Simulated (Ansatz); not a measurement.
Computed properties of SnS$_{2}$

```
Sn S
1.0
     3.70237    0.00000    0.00000
    -1.85119    3.20635    0.00000
     0.00000    0.00000    6.92521
Sn S
1 2
Direct
  0.00000 0.00000 0.00000
  0.33333 0.66667 0.21348
  0.66667 0.33333 0.78652
```

Atoms are numbered in the order listed.

The structure comes from a relaxation in the same program, started in the CdI2 type, and has space group P-3m1. Whether it is a known phase or the ground state wasn't checked.

No spin–orbit coupling, which matters for the heavy atoms here.

Levels of theory: DFT, PBE, all-electron LAPW, scalar-relativistic (Ansatz 0.2.0); DFT, PBE, PAW with Ansatz's default frozen-core files, scalar-relativistic (Ansatz 0.2.0); DFT, PBE, all-electron PAW with datasets made for the crystal, scalar-relativistic (Ansatz 0.2.0).

For LAPW: a Γ-centred 12×12×7 k mesh, Fermi–Dirac smearing of 0.05 eV, basis error target 1 meV/atom, no spin polarisation. PAW takes a cutoff of 420 eV at this cell. The crystal-made all-electron datasets (AE datasets) take a cutoff of 240 eV at this cell. The Ansatz runs share mesh, smearing and spin set-up. Values come from LAPW unless marked.

Spin–orbit coupling is left out, which moves gradients at and beside heavy atoms by some per cent and at worst by a factor of two.

```yaml
Pressure_at_this_cell: 0.00 GPa
Volume_per_atom: 27.40 Å³
```

Q: Bader charges (from the PAW run): what does the calculation give?

A: Sn1 +1.55, S2 -0.77 e.

Q: Give the computed value. Löwdin charges (with 0.14 e of the cell spilling out of the atomic basis, so their sizes and signs hang on that basis).

A: Sn1 0.77, S2 -0.31 e.

Q: Smallest direct gap on the path: what does the calculation give?

A: 1.80 eV.

Q: Field gradients Vzz (crystal-made datasets): what does the calculation give?

A: Sn1 0.83 (η = 0.00), S2 -5.19 (η = 0.00) in 10²¹ V/m².

Q: Band gap: what does the calculation give?

A: 1.53 eV, indirect from the line Γ–M (0.5, 0, 0) to L (0.5, 0, 0.5).
